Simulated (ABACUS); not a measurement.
Runs of ABACUS 3.10.1 on Tc. It takes space group P6_3/mmc (No. 194, hexagonal). Conventional cell: a = 2.740 Å, b = 2.740 Å, c = 4.398 Å, α = 90.00°, β = 90.00°, γ = 120.00°. Tc (site symmetry -6m2) is surrounded by 12 Tc at 2.71 to 2.74 Å. 

| level | gap on the mesh (eV) | pressure (GPa) |
| --- | --- | --- |
| TPSS | none | 1.2 |
| SCAN | none | (a) |
| LDA | none | (b) |
| PBEsol | none | -3.8 |
| PW91 | none | 5.5 |

Alike in all rows: task single point; potentials or basis SG15 ONCV 1.2 PBE, DZP LCAO (the cutoffs set its grid); no spin polarisation; cell as given; k mesh 11 × 11 × 6; cutoff (eV) 1361; smearing fermi-dirac 0.05 eV.

Fill in the values left out.

(a) -3.2; (b) -8.4.

Caveats: the atomic orbitals were generated for these runs and aren't a published set; the potentials were made for another functional, which shifts forces and pressure; the basis of atomic orbitals isn't converged, which shifts pressures, moduli and gaps.

A k mesh can miss the band edges, and the runs leave out spin-orbit coupling on Tc.

A gap of «none» marks a metal or a gap under the smearing width.

Runs at the PBE level aren't shown here.
